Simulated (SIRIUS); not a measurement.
CuO:

```
Cu O
1.0
     2.83633    0.00000    0.00000
    -1.41816    2.45633    0.00000
     0.00000    0.00000    2.76811
Cu O
1 1
Cartesian
  0.0000 0.0000 0.0000
  1.4182 0.8188 1.3841
```

Measurements of this composition are mostly on another form, of space group No. 15.

Base run:

| Property | Result |
| --- | --- |
| Program | SIRIUS 7.10.0 |
| Functional | BLYP |
| Potentials or basis | PseudoDojo 0.4.1 PBE standard (scalar relativistic) |
| Cutoff | 1254 eV |
| Density cutoff | 5016 eV |
| k mesh | 9 × 9 × 8 |
| Occupations | fermi-dirac, width 0.05 eV |
| Spin | no spin polarisation |

Its results: band gap on the k mesh none (metal or under the smearing width); pressure 6.6 GPa.

Problem. After a change of settings the same cell gave: band gap on the k mesh none (metal or under the smearing width); pressure -1.6 GPa. Which change was it?
A. functional from BLYP to AM05; libxc names from ["XC_GGA_X_B88", "XC_GGA_C_LYP"] to ["XC_GGA_X_AM05", "XC_GGA_C_AM05"]
B. functional from BLYP to RPBE; libxc names from ["XC_GGA_X_B88", "XC_GGA_C_LYP"] to ["XC_GGA_X_RPBE", "XC_GGA_C_PBE"]
C. functional from BLYP to PW91; libxc names from ["XC_GGA_X_B88", "XC_GGA_C_LYP"] to ["XC_GGA_X_PW91", "XC_GGA_C_PW91"]
D. functional from BLYP to LDA; libxc names from ["XC_GGA_X_B88", "XC_GGA_C_LYP"] to ["XC_LDA_X", "XC_LDA_C_PW"]

Solution. C.

Caveats: the potentials were made for another functional, which shifts forces and pressure; an odd number of electrons without spin polarisation forces a metal; a magnetic or distorted state may lie lower; the run has no spin polarisation, though such a crystal can be magnetic; semilocal functionals often make such compounds metallic where correlation or magnetic order opens a gap, which also shifts bond lengths.
